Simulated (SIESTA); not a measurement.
The system is MgS (Niningerite).

```
CELL_PARAMETERS angstrom
0.00000 2.60165 2.60165
2.60165 0.00000 2.60165
2.60165 2.60165 0.00000
ATOMIC_POSITIONS crystal
S 0.50000 0.50000 0.50000
Mg 0.00000 0.00000 0.00000
```

```yaml
Program: SIESTA 5.4.2
Task: single point
Functional: PBEsol
Potentials_or_basis: PseudoDojo 0.4 standard (PBEsol files)
Basis: DZP (energy shift 0.003 Ry; two zetas on semicore shells)
Grid_cutoff: 800 Ry
Energy_shift: 0.003 Ry
k_mesh: 9 × 9 × 9
Occupations: fermi-dirac, width 0.05 eV
Spin: no spin polarisation
```

On this cell: pressure 1.2 GPa; largest force zero by symmetry; band gap on the k mesh 2.78 eV, indirect (least direct gap 3.68 eV).

The same run follows on a disturbed copy (atoms moved at random, drawn with an rms of 0.05 Å):

```
CELL_PARAMETERS angstrom
0.00000 2.60165 2.60165
2.60165 0.00000 2.60165
2.60165 2.60165 0.00000
ATOMIC_POSITIONS crystal
S 0.49923 0.50365 0.50962
Mg 0.01475 0.99180 0.98833
```

Task: What changes?

Result: The energy moves by +6.8 meV/atom; pressure 1.5 GPa; largest force 0.312 eV/Å; band gap on the k mesh 2.78 eV, indirect (least direct gap 3.68 eV).

Forces on the atoms (eV/Å):
```
S   -0.306 -0.050  0.031
Mg   0.306  0.050 -0.028
```

Stress tensor (GPa, compression positive):
```
 2.11 -0.02  0.02
-0.02  1.16  0.01
 0.02  0.01  1.14
```

Caveats: an odd mesh through Γ misses points on the zone boundary, where band edges often lie; the basis of atomic orbitals isn't converged, which shifts pressures, moduli and gaps.
